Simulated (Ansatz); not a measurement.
Level of theory: Ansatz, DFT PBE, scalar-relativistic, plane waves, PAW. All cells share a 420 eV cutoff and Γ-centred k meshes spaced at most about 0.3 Å⁻¹ (about 0.25 or finer for metals, 2π included). No spin polarisation.

All energies are static (0 K, no zero-point motion).

Two relaxed structures of Zr₄B:

1.

Space group Cmmm (No. 65). a = 6.616 Å, b = 9.155 Å, c = 3.404 Å, α = 90.00°, β = 90.00°, γ = 90.00°
| atom | site | symmetry | x | y | z |
| --- | --- | --- | --- | --- | --- |
| Zr | 4h | 2mm | 0.7497 | 0.0000 | 0.5000 |
| Zr | 4i | m2m | 0.5000 | 0.7559 | 0.0000 |
| B | 2a | mmm | 0.0000 | 0.0000 | 0.0000 |

2.

Space group Pm-3m (No. 221). a = 4.704 Å, b = 4.704 Å, c = 4.704 Å, α = 90.00°, β = 90.00°, γ = 90.00°
| atom | site | symmetry | x | y | z |
| --- | --- | --- | --- | --- | --- |
| Zr | 3d | 4/mm.m | 0.5000 | 0.0000 | 0.0000 |
| Zr | 1b | m-3m | 0.5000 | 0.5000 | 0.5000 |
| B | 1a | m-3m | 0.0000 | 0.0000 | 0.0000 |

Question: Which would you expect to be lower, and how large is the difference?

Answer: Cell 1 is lower, by 89 meV/atom. Cell 1 has space group Cmmm (No. 65), 20.6 Å³/atom and no gap on its mesh; cell 2 has space group Pm-3m (No. 221), 20.8 Å³/atom and no gap. Counting Zr atoms around B (those within 1.25 times the shortest such distance or 1.15 times the sum of covalent radii), cell 1 and cell 2 both have B 6. Both come from invented guesses. The lowest form computed isn't among them: it has space group P-3m1 (No. 164), 20.6 Å³/atom and lies 18 meV/atom below the best shown.

Cells relaxed within their symmetry can be saddle points. Some types were kept out of the candidates beforehand, so the set may lack a known form.
